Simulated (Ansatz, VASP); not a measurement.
## Ag in VASP and in Ansatz

File INCAR:

```
PREC = Accurate
ENCUT = 520
EDIFF = 1E-7
ISMEAR = 0
SIGMA = 0.1
LREAL = False
LASPH = True
NELM = 100
ALGO = Normal
ISIF = 2
LWAVE = False
LCHARG = True
GGA = PE
LELF = True
LVHAR = True
NBANDS = 12
```

File KPOINTS:

```
regular mesh
0
Gamma
  18 18 18
```

The input POSCAR:

```
Ag
1.0
    0.0000000000      2.0941212610      2.0941212610
    2.0941212610      0.0000000000      2.0941212610
    2.0941212610      2.0941212610      0.0000000000
Ag
1
Direct
    0.0000000000      0.0000000000      0.0000000000
```

Input for Ansatz:

```yaml
crystal:
  lattice:
    - [0.0, 2.0941212613, 2.0941212613]
    - [2.0941212613, 0.0, 2.0941212613]
    - [2.0941212613, 2.0941212613, 0.0]
  atoms:
    - { symbol: Ag, position: [0.0, 0.0, 0.0] }
basis:
  ecutwfc: 420
kpoints:
  mp_grid: { grid: [18, 18, 18] }
hamiltonian:
  xc: pbe
scf:
  occupations: { method: gaussian, width: 0.1 }
output:
  forces: true
  stress: true
  eigenvalues: true
```

Alike in both runs: task single point; functional PBE; k mesh 18 × 18 × 18; occupations gaussian, width 0.1 eV; no spin polarisation.

```csv
,VASP,Ansatz
version,VASP 6.6.1,Ansatz 0.2.0
potentials or method,"VASP PAW PBE potentials, release 64 (Ag)","scalar-relativistic, plane waves, PAW"
plane-wave cutoff (eV),520,420
valence electrons in the cell,11,19
```

|  | VASP | Ansatz | Ansatz less VASP |
| --- | --- | --- | --- |
| gap on the k mesh at the Fermi level (eV) | none | none | - |
| pressure (GPa) | -2.6 | -2.5 | +0.08 |

A gap of «none» marks a metal or a gap that the smearing closes. The two sets of potentials don't hold the same shells in valence.
